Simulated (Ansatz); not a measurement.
## Ionic part of the dielectric constant of ZrO2 at 7 GPa, mode by mode

These are results of DFT PBEsol, scalar-relativistic, plane waves, PAW (Ansatz 0.2.0), not measurements. Settings: 420 eV plane-wave cutoff, Γ-centred 8×8×8 mesh, fixed occupations. No spin polarisation. Phonons by linear response, acoustic sum rule imposed.

Symmetry: Fm-3m, No. 225, cubic system. The conventional cell has a = 5.020 Å, b = 5.020 Å, c = 5.020 Å, α = 90.00°, β = 90.00°, γ = 90.00°. Around Zr (site symmetry m-3m) lie 8 O at 2.17 Å. O (site symmetry -43m) has 4 Zr at 2.17 Å as nearest neighbours.

Other phases may be more stable at this pressure.

The primitive cell has V = 31.63 Å³ and ε∞,yy = 5.819. Each polar mode adds Δε = (4.92064×10⁷/V)·S/ν² along y, with S its oscillator strength in e²/amu, ν in cm⁻¹ and V in Å³.

Question: From these modes, find each Δε and ε0,yy.
```csv
ν (cm⁻¹),S_yy (e²/amu)
275.0,1.396
```

Answer:
```tsv
ν (cm⁻¹)	Δε
275.0	28.71
```

The sum is 28.714, so ε0,yy = 34.53; the run's tensor has 34.53.

Question: Where do the longitudinal modes lie for a wave vector along y?

Answer: At 670 cm⁻¹. The Lyddane–Sachs–Teller product Π(ν_LO/ν_TO)² = 5.93 matches ε0/ε∞ = 5.93.

This fluorite-type form isn't the usual stable structure of the compound at low pressure.

Cost: 1 run of about 0.16 core-minutes, on AMD EPYC 9R45 (Zen 5) (shared hosts).